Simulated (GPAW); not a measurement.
CdSe:

```xyz
2
Lattice="0.0000 3.0703 3.0703 3.0703 0.0000 3.0703 3.0703 3.0703 0.0000" Properties=species:S:1:pos:R:3 pbc="T T T"
Cd    0.0000    0.0000    0.0000
Se    1.5351    1.5351    1.5351
```

Measurements of this composition are mostly on another form, of space group No. 186.

Program: GPAW 26.7.0. Alike in all runs: cell as given; smearing fermi-dirac 0.05 eV.

Problem. Order these runs on this cell by their band gap on the k mesh, lowest first.
A. level PBE0-1/3; potentials or basis GPAW PAW data sets (gpaw-data 1.2.1), pw; spin off; k mesh 3 × 3 × 3; cutoff (eV) 450; maxiter 60; mesh quality coarse
B. level SCAN; potentials or basis GPAW PAW data sets (gpaw-data 1.2.1), pw; spin SOC, no magnetisation; k mesh 6 × 6 × 6; cutoff (eV) 600; maxiter 150; band path GXWKGLUWLK,UX; band points 100; spin axis theta (degrees) 90; spin axis phi (degrees) 0; mesh quality not flagged
C. level LDA; potentials or basis the program's PAW data sets (release 1.2.1) made for this functional, pw; spin off; k mesh 8 × 8 × 8; cutoff (eV) 600; maxiter 150; band path GXWKGLUWLK,UX; band points 80; mesh quality not flagged
D. level PBEsol; potentials or basis PAW data sets generated in the run's folder for this functional, pw; spin off; k mesh 8 × 8 × 8; cutoff (eV) 600; maxiter 150; band path GXWKGLUWLK,UX; band points 100; mesh quality not flagged

Solution. C (0.27 eV), D (0.42 eV), B (0.78 eV), A (2.78 eV).

Caveats: some runs use coarse meshes; spin-orbit coupling was added after a scalar SCF, so levels and gaps hold it while energy, forces, pressure and moments don't (some runs); this program's spin-orbit splittings come out too wide for heavy elements (some runs); exact exchange converges slowly with the k mesh, and this mesh is small (some runs).

Runs at the PBE level aren't shown here.
